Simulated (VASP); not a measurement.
# H4C (I-42m) in VASP: a series of runs

The runs below take H4C through single point, with PBEsol.

Program: VASP 6.6.1. These are calculated values, not measurements. Logs are shortened: lines on timing, memory, paths and dates and some standing lists are left out, and cuts for length are marked.

## (1) The cell of the first run

Symmetry: I-42m, No. 121, tetragonal system. Conventional cell: a = 4.958 Å, b = 4.958 Å, c = 4.660 Å, α = 90.00°, β = 90.00°, γ = 90.00°. H (site symmetry m) is surrounded by 1 C at 1.07 Å. Around C (site symmetry -42m) lie 4 H at 1.07 Å.

The cell comes from a database or a generator and needn't be the stable form of this composition.

## (2) Single point, PBEsol (strain -0.0600 x Voigt [1, 0, 0, 0, 0, 0], atoms carried along)

Contents of INCAR:

```
SYSTEM = H4C
PREC = Accurate
ENCUT = 520
EDIFF = 1E-6
ISMEAR = 0
SIGMA = 0.05
LREAL = .False.
LASPH = .True.
NELM = 60
ALGO = Normal
ISIF = 2
LWAVE = .False.
LCHARG = .False.
GGA = PS
NBANDS = 12
```

Contents of KPOINTS:

```
regular mesh
0
Gamma
  6 6 6
  0 0 0
```

Contents of POSCAR:

```
H4C
1.0
   -2.3301892000      2.4789246809      2.4789246809
    2.3301892000     -2.4789246809      2.4789246809
    2.3301892000      2.4789246809     -2.4789246809
H C
4 1
Direct
    0.0000000000      0.0000000000      0.7463128700
    0.7463128700      0.0000000000      0.0000000000
    0.0000000000      0.7463128700      0.0000000000
    0.2536871300      0.2536871300      0.2536871300
    0.0000000000      0.0000000000      0.0000000000
```

Potentials or basis: VASP PAW PBE potentials, release 64 (H, C).

Launch:

```bash
$ cat potpaw_PBE.64/H/POTCAR potpaw_PBE.64/C/POTCAR > POTCAR
$ mpirun -np 1 vasp_std > vasp.out
```

OUTCAR:

```text
SYSTEM = H4C
   PREC = Accurate
   ENCUT = 520
   EDIFF = 1E-6
   ISMEAR = 0
   LREAL = .False.
   LASPH = .True.
   NELM = 60
   ISIF = 2
   GGA = PS

 ion  position               nearest neighbor table
   1  0.000  0.000  0.746-   5 1.07
   2  0.746  0.000  0.000-   5 1.07
   3  0.000  0.746  0.000-   5 1.07
   4  0.254  0.254  0.254-   5 1.07
   5  0.000  0.000  0.000-   1 1.07   2 1.07   3 1.07   4 1.07

  LATTYP: Found a body centered tetragonal cell.
 ALAT       =     4.9578493618
 C/A-ratio  =     0.9400000000

  Lattice vectors:

 A1 = (  -2.3301892000,   2.4789246809,  -2.4789246809)
 A2 = (  -2.3301892000,  -2.4789246809,   2.4789246809)
 A3 = (   2.3301892000,   2.4789246809,   2.4789246809)

Analysis of symmetry for initial positions (statically):
=====================================================================
 Subroutine PRICEL returns:
 Original cell was already a primitive cell.

 Routine SETGRP: Setting up the symmetry group for a
 body centered tetragonal supercell.

 Subroutine GETGRP returns: Found  8 space group operations
 (whereof  8 operations were pure point group operations)
 out of a pool of 16 trial point group operations.

The static configuration has the point symmetry D_2d.

Analysis of symmetry for dynamics (positions and initial velocities):
=====================================================================
 Subroutine PRICEL returns:
 Original cell was already a primitive cell.

 Routine SETGRP: Setting up the symmetry group for a
 body centered tetragonal supercell.

 Subroutine GETGRP returns: Found  8 space group operations
 (whereof  8 operations were pure point group operations)
 out of a pool of 16 trial point group operations.

The dynamic configuration has the point symmetry D_2d.

 Subroutine INISYM returns: Found  8 space group operations
 (whereof  8 operations are pure point group operations),
 and found     1 'primitive' translations

----------------------------------------------------------------------------------------

                                     Primitive cell

  volume of cell :      57.2767

  direct lattice vectors                    reciprocal lattice vectors
    -2.330189200  2.478924681  2.478924681     0.000000000  0.201700360  0.201700360
     2.330189200 -2.478924681  2.478924681     0.214574851  0.000000000  0.201700360
     2.330189200  2.478924681 -2.478924681     0.214574851  0.201700360  0.000000000

  length of vectors
     4.209503160  4.209503160  4.209503160     0.285247384  0.294491769  0.294491769

  position of ions in fractional coordinates (direct lattice)
     0.000000000  0.000000000  0.746312870
     0.746312870  0.000000000  0.000000000
     0.000000000  0.746312870  0.000000000
     0.253687130  0.253687130  0.253687130
     0.000000000  0.000000000  0.000000000

  ion indices of the primitive-cell ions
   primitive index   ion index
                 1           1
                 2           2
                 3           3
                 4           4
                 5           5

----------------------------------------------------------------------------------------

 KPOINTS: regular mesh

Automatic generation of k-mesh.
 Grid dimensions read from file:
 generate k-points for:    6    6    6

 Generating k-lattice:

  Cartesian coordinates                     Fractional coordinates (reciprocal lattice)
     0.000000000  0.033616727  0.033616727     0.166666667  0.000000000  0.000000000
     0.035762475  0.000000000  0.033616727    -0.000000000  0.166666667  0.000000000
     0.035762475  0.033616727  0.000000000    -0.000000000  0.000000000  0.166666667

  Length of vectors
     0.047541231  0.049081961  0.049081961

  Shift w.r.t. Gamma in fractional coordinates (k-lattice)
     0.000000000  0.000000000  0.000000000

 Subroutine IBZKPT returns following result:
 ===========================================

 Found     30 irreducible k-points:

 Following reciprocal coordinates:
            Coordinates               Weight
  0.000000  0.000000  0.000000      1.000000
  0.166667  0.000000  0.000000      4.000000
  0.333333  0.000000  0.000000      4.000000
  0.500000  0.000000  0.000000      2.000000
  0.000000  0.166667 -0.000000      8.000000
  0.166667  0.166667 -0.000000     16.000000
[... 16 lines left out ...]
  0.166667 -0.166667  0.166667      4.000000
  0.333333 -0.166667  0.166667      8.000000
 [... further k-points ...]
   k-points           NKPTS =     30   k-points in BZ     NKDIM =     30   number of bands    NBANDS=     12
   number of dos      NEDOS =    301   number of ions     NIONS =      5
   total plane-waves  NPLWV =  32768
   dimension x,y,z NGX =    32 NGY =   32 NGZ =   32
   dimension x,y,z NGXF=    64 NGYF=   64 NGZF=   64
   ions per type =               4   1
   NGX,Y,Z   is equivalent  to a cutoff of  12.64, 12.64, 12.64 a.u.
   NGXF,Y,Z  is equivalent  to a cutoff of  25.28, 25.28, 25.28 a.u.
 SYSTEM =  H4C
   PREC   = accura    normal or accurate (medium, high low for compatibility)
   ISTART =      0    job   : 0-new  1-cont  2-samecut
   ICHARG =      2    charge: 1-file 2-atom 10-const
   ISPIN  =      1    spin polarized calculation?
   LNONCOLLINEAR =      F non collinear calculations
   LSORBIT =      F    spin-orbit coupling
   LASPH  =      T    aspherical Exc in radial PAW
   ENCUT  =  520.0 eV  38.22 Ry    6.18 a.u.   7.83  7.83  7.83*2*pi/ulx,y,z
   NELM   =     60;   NELMIN=  2; NELMDL= -5     # of ELM steps
   EDIFF  = 0.1E-05   stopping-criterion for ELM
   LREAL  =      F    real-space projection
   EDIFFG = 0.1E-04   stopping-criterion for IOM
   NSW    =      0    number of steps for IOM
   IBRION =     -1    ionic relax: 0-MD 1-quasi-New 2-CG
   NFREE  =      0    steps in history (QN), initial steepest desc. (CG)
   ISIF   =      2    stress and relaxation
   ISYM   =      2    0-nonsym 1-usesym 2-fastsym
   POTIM  = 0.5000    time-step for ionic-motion
   TEBEG  =    0.0;   TEEND  =   0.0 temperature during run
   PSTRESS=    0.0 pullay stress
   NELECT =       8.0000    total number of electrons
   NUPDOWN=      -1.0000    fix difference up-down
   EMIN   =  10.00;   EMAX   =-10.00  energy-range for DOS
   EFERMI =   0.00;   METHOD = LEGACY
   ISMEAR =     0;   SIGMA  =   0.05  broadening in eV -4-tet -1-fermi 0-gaus
   EFERMI_NEDOS =   21; number of points for ismear=-14 and -15
   IALGO  =     38    algorithm
   IMIX   =      4    mixing-type and parameters
     AMIX     =   0.40;   BMIX     =  1.00
     AMIX_MAG =   1.60;   BMIX_MAG =  1.00
  volume/ion in A,a.u.               =      11.46        77.30
  Fermi-wavevector in a.u.,A,eV,Ry     =   0.849400  1.605133  9.816334  0.721480
  Thomas-Fermi vector in A             =   1.965215
   LORBIT       =      0    0 simple, 1 ext, 2 COOP (PROOUT), +10 PAW based schemes
   GGA     = PS    functional components
   LHFCALC =     F    Hartree Fock is set to
   AEXX    =    0.0000 exact exchange contribution
   IVDW    =     0    specifies the selected vdW correction
   LEPSILON=     F    determine dielectric tensor
   LRPA    =     F    only Hartree local field effects (RPA)
 non-spin polarized calculation
 Gauss-broadening in eV      SIGMA  =   0.05
  energy-cutoff  :      520.00
  volume of cell :       57.28
 maximum number of plane-waves:      1555
   NGX = 15   NGY = 15   NGZ = 15

 number of electron       7.9999999 magnetization

 Free energy of the ion-electron system (eV)
  ---------------------------------------------------
  ext. energy  EPLUGINS =         0.00000000
  ---------------------------------------------------
  free energy    TOTEN  =       -23.89135240 eV

  energy without entropy =      -23.89135240  energy(sigma->0) =      -23.89135240

 E-fermi :  -6.2911     XC(G=0):  -5.8344

 val. band max:       -6.5818286512   @ k =   0.0000   0.0000   0.0000
 cond. band min:       0.9849673452   @ k =   0.0000   0.0000   0.0000
 fundamental gap:      7.5667959963
 Fermi energy:        -6.2910974851

 k-point     1 :       0.0000    0.0000    0.0000
  band No.  band energies     occupation
      1     -15.1668      2.00000
      2      -7.0085      2.00000
      3      -7.0085      2.00000
      4      -6.5818      2.00000
      5       0.9850      0.00000
      6       5.4239      0.00000
      7       6.1724      0.00000
      8       6.1724      0.00000
      9       9.7003      0.00000
     10      10.3224      0.00000
     11      10.5672      0.00000
     12      10.5672      0.00000

 k-point     2 :       0.1667    0.0000    0.0000
  band No.  band energies     occupation
      1     -15.1094      2.00000
      2      -7.2382      2.00000
      3      -7.0079      2.00000
      4      -6.6468      2.00000
      5       1.4322      0.00000
      6       5.2426      0.00000
      7       5.7902      0.00000
      8       6.7093      0.00000
      9       8.4407      0.00000
     10       9.4318      0.00000
     11      12.0531      0.00000
     12      12.2487      0.00000

 k-point     3 :       0.3333    0.0000    0.0000
  band No.  band energies     occupation
      1     -14.9891      2.00000
      2      -7.6674      2.00000
      3      -7.0067      2.00000
      4      -6.7726      2.00000
      5       2.4038      0.00000
      6       4.6611      0.00000
      7       5.2231      0.00000
      8       8.1470      0.00000
      9       8.4951      0.00000
     10       9.2149      0.00000
     11      10.8833      0.00000
     12      11.8657      0.00000
[... 286 lines left out ...]
 k-point    23 :       0.1667   -0.1667    0.1667
  band No.  band energies     occupation
      1     -15.0554      2.00000
      2      -7.2740      2.00000
      3      -7.1704      2.00000
      4      -6.7144      2.00000
      5       1.8574      0.00000
      6       5.3547      0.00000
      7       6.0330      0.00000
      8       6.6874      0.00000
      9       6.8786      0.00000
     10      10.9670      0.00000
     11      11.1742      0.00000
     12      12.3232      0.00000

 k-point    24 :       0.3333   -0.1667    0.1667
  band No.  band energies     occupation
      1     -14.9425      2.00000
      2      -7.6307      2.00000
      3      -7.1855      2.00000
      4      -6.8452      2.00000
      5       2.8105      0.00000
      6       4.8436      0.00000
      7       5.7103      0.00000
      8       6.6474      0.00000
      9       7.9939      0.00000
     10       9.1988      0.00000
     11      11.4189      0.00000
     12      12.5163      0.00000

 [... further k-points ...]

------------------------ aborting loop because EDIFF is reached ----------------------------------------

  FORCE on cell =-STRESS in cart. coord.  units (eV):
  Direction    XX          YY          ZZ          XY          YZ          ZX
  --------------------------------------------------------------------------------------
  -------------------------------------------------------------------------------------
  Total        1.9215392      1.3102156      1.3102156      0.0000000      0.0000000      0.0000000
  in kB       53.7504355     36.6501304     36.6501304      0.0000000      0.0000000      0.0000000
  external PRESSURE =      42.3502321 kB  Pullay stress =       0.0000000 kB

 VOLUME and BASIS-vectors are now :
 -----------------------------------------------------------------------------
  energy-cutoff  :      520.00
  volume of cell :       57.28
      direct lattice vectors                 reciprocal lattice vectors
    -2.330189200  2.478924681  2.478924681     0.000000000  0.201700360  0.201700360
     2.330189200 -2.478924681  2.478924681     0.214574851  0.000000000  0.201700360
     2.330189200  2.478924681 -2.478924681     0.214574851  0.201700360  0.000000000

 POSITION                                       TOTAL-FORCE (eV/Angst)
 -----------------------------------------------------------------------------------
      1.73905      1.85005     -1.85005        -0.836953     -0.547069      0.547069
     -1.73905      1.85005      1.85005         0.836953     -0.547069     -0.547069
      1.73905     -1.85005      1.85005        -0.836953      0.547069     -0.547069
      0.59114      0.62887      0.62887         0.836953      0.547069      0.547069
      0.00000      0.00000      0.00000        -0.000000      0.000000      0.000000
 -----------------------------------------------------------------------------------
    total drift:                               -0.000000     -0.000000     -0.000001

  FREE ENERGIE OF THE ION-ELECTRON SYSTEM (eV)
  ---------------------------------------------------
  free  energy   TOTEN  =       -23.8913524016 eV

  energy  without entropy=      -23.8913524016  energy(sigma->0) =      -23.89135240
```

Wall time 7.6 s (1 thread of Intel Xeon 6975P-C (Granite Rapids), shared host); peak memory 0.16 GiB.

Results:

```
Free energy            : -23.8914 eV
Pressure               : 4.2 GPa
Largest force          : 1.140 eV/Å
Band gap on the k mesh : 7.57 eV, direct
```

Forces on the atoms (eV/Å):
```
H   -0.837 -0.547  0.547
H    0.837 -0.547 -0.547
H   -0.837  0.547 -0.547
H    0.837  0.547  0.547
C    0.000  0.000  0.000
```

Stress tensor (GPa, compression positive):
```
5.38 0.00 0.00
0.00 3.67 0.00
0.00 0.00 3.67
```

Levels at points of the mesh, in eV from the valence-band top:
```tsv
k point	band 1	band 2	band 3	band 4	band 5	band 6	band 7	band 8
(0.00, 0.00, 0.00)	-8.59	-0.43	-0.43	0.00	7.57	12.01	12.75	12.75
(0.50, 0.00, 0.00)	-8.34	-1.29	-0.42	-0.25	9.55	10.93	11.58	15.32
(0.00, 0.50, 0.00)	-8.33	-1.11	-0.72	-0.20	9.57	11.00	11.20	15.76
(0.50, 0.50, 0.50)	-8.17	-1.07	-1.07	-0.54	10.52	10.88	13.65	13.65
```

Caveat: the PAW data sets were made with another functional, which shifts forces and pressure a little.

## (3) Single point, PBEsol (strain +0.0600 x Voigt [1, 0, 0, 0, 0, 0], atoms carried along)

Contents of INCAR:

```
ALGO = Normal
EDIFF = 1E-6
ENCUT = 520
GGA = PS
ISIF = 2
ISMEAR = 0
LASPH = True
LCHARG = False
LREAL = False
LWAVE = False
NBANDS = 12
NELM = 80
PREC = Accurate
SIGMA = 0.05
```

Contents of KPOINTS:

```
k-points
0
Gamma
  6 6 6
```

Edit POSCAR of step 2 so:

```diff
@@ -2,5 +2,5 @@
 1.0
-   -2.3301892000      2.4789246809      2.4789246809
-    2.3301892000     -2.4789246809      2.4789246809
-    2.3301892000      2.4789246809     -2.4789246809
+   -2.6276601618      2.4789246809      2.4789246809
+    2.6276601618     -2.4789246809      2.4789246809
+    2.6276601618      2.4789246809     -2.4789246809
 H C
```

Potentials or basis: VASP PAW PBE potentials, release 64 (H, C).

Launch:

```bash
$ cat potpaw_PBE.64/H/POTCAR potpaw_PBE.64/C/POTCAR > POTCAR
$ mpirun -np 1 vasp_std > vasp.out
```

Wall time 13 s (1 thread of Intel Xeon 6975P-C (Granite Rapids), shared host); peak memory 0.19 GiB.

The run converged. Its results:

* Free energy: -23.9497 eV
* Pressure: -1.6 GPa
* Largest force: 0.442 eV/Å
* Band gap on the k mesh: 7.37 eV, direct

Forces in eV/Å, atoms in the order of the input:
```
H    0.416  0.106 -0.106
H   -0.416  0.106  0.106
H    0.416 -0.106  0.106
H   -0.416 -0.106 -0.106
C    0.000  0.000  0.000
```

Stress tensor (GPa, compression positive):
```
-2.99  0.00  0.00
 0.00 -0.87  0.00
 0.00  0.00 -0.87
```

Levels at points of the mesh, in eV from the valence-band top:
| k point | band 2 | band 3 | band 4 | band 5 | band 6 | band 7 |
| --- | --- | --- | --- | --- | --- | --- |
| (0.00, 0.00, 0.00) | -0.39 | 0.00 | 0.00 | 7.37 | 11.82 | 11.82 |
| (0.50, 0.00, 0.00) | -0.71 | -0.64 | -0.03 | 9.36 | 10.59 | 10.92 |
| (0.00, 0.50, 0.00) | -0.95 | -0.23 | -0.16 | 9.31 | 10.70 | 11.05 |
| (0.50, 0.50, 0.50) | -0.95 | -0.49 | -0.49 | 10.44 | 10.74 | 12.87 |

Caveat: the PAW data sets were made with another functional, which shifts forces and pressure a little.

## (4) Single point, PBEsol (strain -0.0450 x Voigt [1, 0, 0, 0, 0, 0], atoms carried along)

Contents of INCAR:

```
SYSTEM = H4C
ALGO = Fast ; EDIFF = 1E-6
ENCUT = 520 ; GGA = PS
ISIF = 2 ; ISMEAR = 0
LASPH = .True. ; LCHARG = .True.
LELF = .True. ; LREAL = .False.
LVHAR = .True. ; LWAVE = .False.
NBANDS = 12 ; NELM = 60
PREC = Accurate ; SIGMA = 0.05
```

Contents of KPOINTS:

```
k-points
0
Gamma
  6 6 6
  0 0 0
```

Edit POSCAR of step 3 so:

```diff
@@ -2,5 +2,5 @@
 1.0
-   -2.6276601618      2.4789246809      2.4789246809
-    2.6276601618     -2.4789246809      2.4789246809
-    2.6276601618      2.4789246809     -2.4789246809
+   -2.3673730703      2.4789246809      2.4789246809
+    2.3673730703     -2.4789246809      2.4789246809
+    2.3673730703      2.4789246809     -2.4789246809
 H C
```

Launch:

```bash
$ cat potpaw_PBE.64/H/POTCAR potpaw_PBE.64/C/POTCAR > POTCAR
$ mpirun -np 1 vasp_std > vasp.out
```

It took 12 s on 1 thread of Intel Xeon 6975P-C (Granite Rapids), shared host; peak memory 0.17 GiB.

Results (log left out):

```
Free energy            : -23.9199 eV
Pressure               : 3.4 GPa
Largest force          : 0.929 eV/Å
Band gap on the k mesh : 7.60 eV, direct
```

Forces in eV/Å, atoms in the order of the input:
```
H   -0.673 -0.453  0.453
H    0.673 -0.453 -0.453
H   -0.673  0.453 -0.453
H    0.673  0.453  0.453
C    0.000  0.000  0.000
```

Stress tensor (GPa, compression positive):
```
4.30 0.00 0.00
0.00 2.97 0.00
0.00 0.00 2.97
```

Levels at points of the mesh, in eV from the valence-band top:
```
           k point  band 1  band 2  band 3  band 4  band 5  band 6  band 7  band 8  band 9
(0.00, 0.00, 0.00)   -8.47   -0.32   -0.32    0.00    7.60   12.13   12.68   12.68   16.34
(0.50, 0.00, 0.00)   -8.24   -1.16   -0.32   -0.25    9.58   10.98   11.49   15.39   15.94
(0.00, 0.50, 0.00)   -8.23   -1.02   -0.60   -0.16    9.60   11.07   11.19   15.72   15.79
(0.50, 0.50, 0.50)   -8.07   -0.93   -0.93   -0.55   10.61   10.87   13.68   13.68   14.15
```

Caveat: the PAW data sets were made with another functional, which shifts forces and pressure a little.

## (5) Overview

| cell | gap on the mesh (eV) | pressure (GPa) | largest force (eV/Å) |
| --- | --- | --- | --- |
| strain -0.0600 x Voigt [1, 0, 0, 0, 0, 0], atoms carried along | 7.57 | 4.2 | 1.14 |
| strain +0.0600 x Voigt [1, 0, 0, 0, 0, 0], atoms carried along | 7.37 | -1.6 | 0.44 |
| strain -0.0450 x Voigt [1, 0, 0, 0, 0, 0], atoms carried along | 7.60 | 3.4 | 0.93 |

Alike in all rows: task single point; level PBEsol; potentials or basis VASP PAW PBE potentials, release 64 (H, C); no spin polarisation; k mesh 6 × 6 × 6; cutoff (eV) 520; smearing gaussian 0.05 eV.

Caveats: the PAW data sets were made with another functional, which shifts forces and pressure a little.

Absolute energies hang on the potentials; compare differences alone.
